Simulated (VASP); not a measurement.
Here is a VASP 6.6.1 calculation.

Contents of INCAR:

```
SYSTEM = HgTe
  PREC = Accurate
  ENCUT = 520
  EDIFF = 1E-6
  ISMEAR = 0
  SIGMA = 0.05
  LREAL = .FALSE.
  LASPH = .TRUE.
  NELM = 80
  ALGO = Normal
  ISIF = 2
  LWAVE = .FALSE.
  LCHARG = .FALSE.
  LDIPOL = .TRUE.
  IDIPOL = 3
  DIPOL = 0.5 0.5 0.500
  GGA = PE
  IVDW = 13
  IBRION = 2
  NSW = 40
  EDIFFG = -0.01
```

File KPOINTS:

```
Automatic mesh
0
G
  7 7 1
  0 0 0
```

Contents of POSCAR:

```
HgTe
1.0
    4.5587174183      0.0000000000      0.0000000000
   -2.2793587092      3.9479650929      0.0000000000
    0.0000000000      0.0000000000     23.3748986673
Te Hg
3 3
Selective dynamics
Direct
    0.0000000000      0.0000000000      0.3208570059  F F F
    0.3333333333      0.6666666667      0.4800952229  F F F
    0.6666666667      0.3333333333      0.6393334398  T T T
    0.3333333333      0.6666666667      0.3606665602  F F F
    0.6666666667      0.3333333333      0.5199047771  T T T
    0.0000000000      0.0000000000      0.6791429941  T T T
```

Potentials or basis: VASP PAW PBE potentials, release 64 (Te, Hg).

Command:

```bash
$ cat potpaw_PBE.64/Te/POTCAR potpaw_PBE.64/Hg/POTCAR > POTCAR
$ mpirun -np 1 vasp_std > vasp.out
```

Q: Estimate the band gap on the k mesh.

A: None (metal or under the smearing width).

Q: Estimate the dispersion energy per atom.

A: -0.313 eV.

Q: What does it give for the energy gained by relaxing?

A: 13.0 meV/atom.

The path:
| step | energy change (eV) | largest force (eV/Å) | pressure (GPa) |
| --- | --- | --- | --- |
| 1 | 0.0000 | 0.8084 | 0.82 |
| 2 | -0.0375 | 0.5564 | 0.84 |
| 3 | -0.0734 | 0.5652 | 0.93 |
| 4 | -0.0757 | 0.5820 | 0.96 |
| 5 | -0.0759 | 0.5862 | 0.98 |
| 6 | -0.0759 | 0.5879 | 0.98 |
| 7 | -0.0766 | 0.5864 | 0.99 |
| 8 | -0.0780 | 0.5954 | 1.00 |
| 9 | -0.0772 | 0.6657 | 1.02 |
| 10 | -0.0782 | 0.6187 | 1.01 |
| 11 | -0.0782 | 0.6205 | 1.01 |
| 12 | -0.0782 | 0.6214 | 1.01 |

Spin-orbit coupling is left out, which matters for the levels of Hg, Te.
